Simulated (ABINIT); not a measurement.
# GaP (F-43m) in ABINIT: further runs, part 2 of 2

ABINIT 10.8.3 (patched build). The steps go on from the part before.

### Step 5. Single point, PBE, spin-orbit coupling, no magnetisation

Input file run.abi:

```
# Pseudopotentials
pp_dirpath "./"
pseudos "Ga.GGA_PBE-JTH.xml, P.GGA_PBE-JTH.xml"

# Structure
acell 3*1.0
rprim
     0.0000000000     5.1499761211     5.1499761211
     5.1499761211     0.0000000000     5.1499761211
     5.1499761211     5.1499761211     0.0000000000
ntypat 2
znucl 31 15
natom 2
typat 1 2
xred
     0.0000000000     0.0000000000     0.0000000000
     0.7500000000     0.7500000000     0.7500000000

# Plane-wave basis
ecut 15.0
pawecutdg 30.0

# k points
kptopt 4
ngkpt 6 6 6
nshiftk 1
shiftk 0.0 0.0 0.0

# Exchange and correlation
ixc 11

# Bands and occupations
nband 26
occopt 3
tsmear 0.00183747

# Spin
nspinor 2
nspden 1
pawspnorb 1

# SCF cycle
nstep 100
tolvrs 1.0e-9

# Output
iomode 3
prtwf 0
prtden 0
prteig 0
prtebands 0
enunit 1
prtvol 2
```

Potentials or basis: JTH PAW PBE v2.0.

Run with:

```console
$ abinit run.abi > log 2>&1
```

run.abo:

```text
.Version 10.8.3 of ABINIT
 Symmetries : space group F2 3 (#196); Bravais cF (face-center cubic)
================================================================================
 Values of the parameters that define the memory need of the present run
     intxc =       0    ionmov =       0      iscf =      17    lmnmax =      18
     lnmax =       6     mgfft =      27  mpssoang =       3    mqgrid =    3001
     natom =       2  nloc_mem =       2    nspden =       1   nspinor =       2
    nsppol =       1      nsym =      12    n1xccc =       1    ntypat =       2
    occopt =       3   xclevel =       2
       mpw =         769          nfft =       19683          nkpt =          25
 PAW method is used; the additional fine FFT grid is defined by:
   mgfftf=        36    nfftf =     46656
================================================================================
================================================================================

--------------------------------------------------------------------------------
------------- Echo of variables that govern the present computation ------------
--------------------------------------------------------------------------------
 -outvars: echo values of preprocessed input variables --------
            acell      1.0000000000E+00  1.0000000000E+00  1.0000000000E+00 Bohr
              amu      6.97230000E+01  3.09737620E+01
             ecut      1.50000000E+01 Hartree
           enunit           1
              ixc          11
           kptopt           4
         kptrlatt        6    0    0      0    6    0      0    0    6
          kptrlen      4.36989965E+01
            natom           2
            nband          26
            ngfft          27      27      27
          ngfftdg          36      36      36
             nkpt          25
          nspinor           2
            nstep         100
             nsym          12
           ntypat           2
           occopt           3
        pawcpxocc           2
        pawecutdg      3.00000000E+01 Hartree
        pawspnorb           1
         pawxcdev           0
           prtden           0
        prtebands           0
           prteig           0
           prtvol           2
            prtwf           0
            rprim      0.0000000000E+00  5.1499761211E+00  5.1499761211E+00
                       5.1499761211E+00  0.0000000000E+00  5.1499761211E+00
                       5.1499761211E+00  5.1499761211E+00  0.0000000000E+00
          spgroup         196
           tolvrs      1.00000000E-09
           tsmear      1.83747000E-03 Hartree
            typat      1  2
           useylm           1
           xangst      0.0000000000E+00  0.0000000000E+00  0.0000000000E+00
                       4.0878749972E+00  4.0878749972E+00  4.0878749972E+00
            xcart      0.0000000000E+00  0.0000000000E+00  0.0000000000E+00
                       7.7249641816E+00  7.7249641816E+00  7.7249641816E+00
             xred      0.0000000000E+00  0.0000000000E+00  0.0000000000E+00
                       7.5000000000E-01  7.5000000000E-01  7.5000000000E-01
            znucl       31.00000   15.00000

================================================================================

 chkinp: Checking input parameters for consistency.

================================================================================
== DATASET  1 ==================================================================

[... 258 lines left out ...]
    1      0.00000000000000     0.00000000000000    -0.00000000000000
    2     -0.00000000000000    -0.00000000000000     0.00000000000000
 frms,max,avg= 1.2870611E-27 2.0164373E-27   0.000E+00  0.000E+00  0.000E+00 e/A
 length scales=  1.000000000000  1.000000000000  1.000000000000 bohr
              =  0.529177210544  0.529177210544  0.529177210544 angstroms
 Fermi (or HOMO) energy (eV) =   5.95528   Average Vxc (eV)=  -9.33128
 Eigenvalues (   eV  ) for nkpt=  25  k points:
 kpt#   1, nband= 26, wtk=  0.00463, kpt=  0.0000  0.0000  0.0000 (reduced coord)
  -9.63969   -9.63969   -9.63969   -9.63969   -9.22127   -9.22127   -9.15600   -9.15600
  -9.15600   -9.15600   -7.35550   -7.35550    5.08564    5.08564    5.16862    5.16862
   5.16862    5.16862    6.96144    6.96144    8.92560    8.92560    9.09359    9.09359
   9.09359    9.09359
 kpt#   2, nband= 26, wtk=  0.01852, kpt=  0.1667  0.0000  0.0000 (reduced coord)
  -9.64461   -9.64461   -9.64061   -9.63470   -9.22392   -9.22392   -9.16409   -9.16409
  -9.15323   -9.14655   -6.99872   -6.99872    2.75258    2.75258    4.73970    4.73970
   4.79808    4.80238    7.55311    7.55311    9.53066    9.53066    9.63771    9.63987
  10.17628   10.17628
 kpt#   3, nband= 26, wtk=  0.01852, kpt=  0.3333  0.0000  0.0000 (reduced coord)
  -9.65576   -9.65576   -9.63712   -9.63129   -9.22464   -9.22464   -9.17719   -9.17719
  -9.14014   -9.13353   -6.05045   -6.05045   -0.06832   -0.06832    4.20015    4.20015
   4.26457    4.26824    7.04046    7.04046    9.92266    9.92266    9.99948   10.00171
  12.74103   12.74103
 kpt#   4, nband= 26, wtk=  0.01852, kpt=  0.5000  0.0000  0.0000 (reduced coord)
  -9.66199   -9.66199   -9.63276   -9.63276   -9.22312   -9.22312   -9.18281   -9.18281
[... 93 lines left out ...]
 kpt#  23, nband= 26, wtk=  0.02778, kpt= -0.3333  0.5000  0.1667 (reduced coord)
  -9.70154   -9.65835   -9.61298   -9.60486   -9.27495   -9.19433   -9.16132   -9.15298
  -9.14458   -9.13033   -4.31860   -4.31655   -1.47121   -1.46215    1.75389    1.77010
   1.85563    1.89908    8.60984    8.63625    8.78841    8.80226   12.66897   12.71127
  12.73164   12.75648
 kpt#  24, nband= 26, wtk=  0.05556, kpt= -0.1667  0.5000  0.1667 (reduced coord)
  -9.69847   -9.65383   -9.61749   -9.60520   -9.27671   -9.18297   -9.17727   -9.16119
  -9.13610   -9.13533   -4.62177   -4.62138   -1.26061   -1.25183    1.44000    1.46117
   2.65240    2.68038    9.04656    9.06044    9.67882    9.73060   11.48013   11.51047
  12.95717   13.01231
 kpt#  25, nband= 26, wtk=  0.02778, kpt=  0.5000 -0.3333  0.1667 (reduced coord)
  -9.70154   -9.65835   -9.61298   -9.60486   -9.27495   -9.19433   -9.16132   -9.15298
  -9.14458   -9.13033   -4.31860   -4.31655   -1.47121   -1.46215    1.75389    1.77010
   1.85563    1.89908    8.60984    8.63625    8.78841    8.80226   12.66897   12.71127
  12.73164   12.75648
 Total charge density [el/Bohr^3]
)     Maximum=    2.9392E+00  at reduced coord.    0.0000    0.0000    0.0000
)Next maximum=    2.7934E+00  at reduced coord.    0.0000    0.0278    0.9722
)     Minimum=   -1.8722E-02  at reduced coord.    0.7500    0.7500    0.7500
)Next minimum=   -9.8277E-03  at reduced coord.    0.7500    0.7500    0.7222
   Integrated=    1.8000E+01

--- !EnergyTerms
iteration_state     : {dtset: 1, }
comment             : Components of total free energy in Hartree
kinetic             :  7.45301023582264E+00
hartree             :  2.77282822981166E+01
xc                  : -3.88082326636489E+00
Ewald energy        : -4.82388119437275E+01
psp_core            :  1.58548868993979E+00
local_psp           : -7.21637033707886E+01
PAW spherical_terms :  1.74287488639638E+00
internal            : -8.57736824706056E+01
'-kT*entropy'       : -1.93638903022505E-10
total_energy        : -8.57736824707993E+01
total_energy_eV     : -2.33402080345305E+03
...

--- !EnergyTermsDC
iteration_state     : {dtset: 1, }
comment             : '"Double-counting" decomposition of free energy'
band_energy         : -3.43060675238594E+00
Ewald energy        : -4.82388119437275E+01
psp_core            :  1.58548868993979E+00
xc_dc               : -2.71441564675054E+01
PAW spherical_terms : -8.54559027077178E+00
internal            : -8.57736767444509E+01
'-kT*entropy'       : -1.93638903022505E-10
total_energy_dc     : -8.57736767446445E+01
total_energy_dc_eV  : -2.33402064763644E+03
...

--- !EnergyTermsWithPAWCore
iteration_state     : {dtset: 1, }
comment             : 'Components of total free energy, including PAW core contributions'
Total energy        : -2.28617263289441E+03
Total energy DC     : -2.28617262716826E+03
Total energy (eV)   : -6.22099265386811E+04
Total energy DC (eV): -6.22099263828645E+04
...

 Cartesian components of stress tensor (hartree/bohr^3)
  sigma(1 1)= -8.30717236E-05  sigma(3 2)=  0.00000000E+00
  sigma(2 2)= -8.30717236E-05  sigma(3 1)=  0.00000000E+00
  sigma(3 3)= -8.30717236E-05  sigma(2 1)=  0.00000000E+00

-Cartesian components of stress tensor (GPa)         [Pressure=  2.4441E+00 GPa]
- sigma(1 1)= -2.44405449E+00  sigma(3 2)=  0.00000000E+00
- sigma(2 2)= -2.44405449E+00  sigma(3 1)=  0.00000000E+00
- sigma(3 3)= -2.44405449E+00  sigma(2 1)=  0.00000000E+00

== END DATASET(S) ==============================================================
================================================================================

 -outvars: echo values of variables after computation  --------
            acell      1.0000000000E+00  1.0000000000E+00  1.0000000000E+00 Bohr
           etotal     -8.5773676745E+01
            fcart      1.3071153923E-29  1.3071153923E-29 -3.9213461769E-29
                      -1.3071153923E-29 -1.3071153923E-29  3.9213461769E-29
            rprim      0.0000000000E+00  5.1499761211E+00  5.1499761211E+00
                       5.1499761211E+00  0.0000000000E+00  5.1499761211E+00
                       5.1499761211E+00  5.1499761211E+00  0.0000000000E+00
           strten     -8.3071723609E-05 -8.3071723609E-05 -8.3071723609E-05
                       0.0000000000E+00  0.0000000000E+00  0.0000000000E+00
           xangst      0.0000000000E+00  0.0000000000E+00  0.0000000000E+00
                       4.0878749972E+00  4.0878749972E+00  4.0878749972E+00
             xred      0.0000000000E+00  0.0000000000E+00  0.0000000000E+00
                       7.5000000000E-01  7.5000000000E-01  7.5000000000E-01
 Calculation completed.
```

It took 35 s on 1 thread of Arm Neoverse V1, shared host; peak memory 0.1 GiB.

What came out:

| Item | Value |
| --- | --- |
| Free energy | -2334.0206 eV |
| Pressure | 2.4 GPa |
| Band gap on the k mesh | 1.63 eV, indirect (least direct gap 1.79 eV) |
| Valence electrons inside the program's atomic spheres | Ga 11.10; P 1.62 |

### Step 6. Single point, PBEsol

Input file run.abi:

```
# Pseudopotentials
pp_dirpath "./"
pseudos "Ga.upf, P.upf"

# Structure
acell 3.8540855109 3.8540855109 3.8540855109 Angstrom
rprim
     0.0000000000     0.7071067812     0.7071067812
     0.7071067812     0.0000000000     0.7071067812
     0.7071067812     0.7071067812     0.0000000000
ntypat 2
znucl 31 15
natom 2
typat 1 2
xred
     0.0000000000     0.0000000000     0.0000000000
     0.7500000000     0.7500000000     0.7500000000

# Plane-wave basis
ecut 979.609905 eV

# k points
kptopt 1
ngkpt 6 6 6
nshiftk 1
shiftk 0.0 0.0 0.0

# Exchange and correlation
ixc -116133

# Bands and occupations
nband 13
occopt 3
tsmear 0.05 eV

# SCF cycle
nstep 100
tolvrs 1.0e-10

# Output
iomode 3
prtwf 0
prtden 0
prteig 0
prtebands 0
enunit 1
```

Potentials or basis: PseudoDojo NC SR PBEsol v0.4.1 standard.

Run with:

```console
$ abinit run.abi > log 2>&1
```

Run time: 18 s. Hardware: 1 thread of Arm Neoverse V2, shared host; peak memory 0.08 GiB.

Results (log left out):

```yaml
Free_energy: -2266.7406 eV
Pressure: -1.4 GPa
Band_gap_on_the_k_mesh: 1.51 eV, indirect (least direct gap 1.73 eV)
Valence_electrons_inside_the_program's_atomic_spheres: Ga 10.83; P 2.77
```

Levels at points of the mesh, in eV from the valence-band top:
| k point | band 6 | band 7 | band 8 | band 9 | band 10 | band 11 | band 12 | band 13 |
| --- | --- | --- | --- | --- | --- | --- | --- | --- |
| (0.00, 0.00, 0.00) | -12.52 | 0.00 | 0.00 | 0.00 | 1.73 | 3.82 | 3.82 | 3.82 |
| (0.50, 0.00, 0.00) | -10.44 | -6.69 | -1.13 | -1.13 | 1.58 | 4.64 | 4.64 | 8.09 |
| (0.50, 0.50, 0.00) | -9.53 | -6.81 | -2.71 | -2.71 | 1.51 | 1.71 | 10.52 | 10.52 |

### Step 7. The runs side by side

```csv
task,level,potentials or basis,spin,cell,cutoff (eV),cell freedom (optcell),optimiser (ionmov),cutoff smearing ecutsm (Ha),force stop (Ha/bohr),fine-grid cutoff,gap on the mesh (eV),pressure (GPa)
relaxation of cell and atoms,PBE,PseudoDojo NC SR PBE v0.4.1 standard,off,relaxed,980,2,22,0.5,2e-05,-,1.55,-
single point,PBE,PseudoDojo NC SR PBE v0.4.1 standard,off,cell relaxed,980,-,-,-,-,-,1.55,-
single point,PBE,JTH PAW PBE v2.0,off,as given,408,-,-,-,-,816.342 eV,1.66,2.5
single point,PBE,JTH PAW PBE v2.0,"SOC, no magnetisation",as given,408,-,-,-,-,816.342 eV,1.63,2.4
single point,PBEsol,PseudoDojo NC SR PBEsol v0.4.1 standard,off,as given,980,-,-,-,-,-,1.51,-1.4
```

Alike in all rows: k mesh 6 × 6 × 6; smearing fermi-dirac 0.05 eV.

Absolute energies hang on the potentials; compare differences alone.

### Step 8. Against experiment

Step 4. A measured gap of GaP is 2.34 eV (indirect; 10 K; quoted in “Stacking defects in GaP nanowires: Electronic structure and optical properties”, 2018, arxiv:1810.01194); the calculated 1.66 eV misses it by -0.68 eV. Spin-orbit coupling on Ga is left out. The value is that of PBE on a finite k mesh, which can miss the band edges, without temperature or zero-point motion. Semilocal functionals fall short of measured gaps as a rule.

Step 5. Measured gap of GaP: 2.34 eV (indirect; 10 K; quoted in “Stacking defects in GaP nanowires: Electronic structure and optical properties”, 2018, arxiv:1810.01194). This calculation gives 1.63 eV (-0.71 eV). The value is that of PBE on a finite k mesh, which can miss the band edges, without temperature or zero-point motion. Semilocal functionals fall short of measured gaps as a rule.

Step 6. Measured gap of GaP: 2.34 eV (indirect; 10 K; quoted in “Stacking defects in GaP nanowires: Electronic structure and optical properties”, 2018, arxiv:1810.01194). This calculation gives 1.51 eV (-0.83 eV). Spin-orbit coupling on Ga is left out. The value is that of PBEsol on a finite k mesh, which can miss the band edges, without temperature or zero-point motion. Semilocal functionals fall short of measured gaps as a rule.
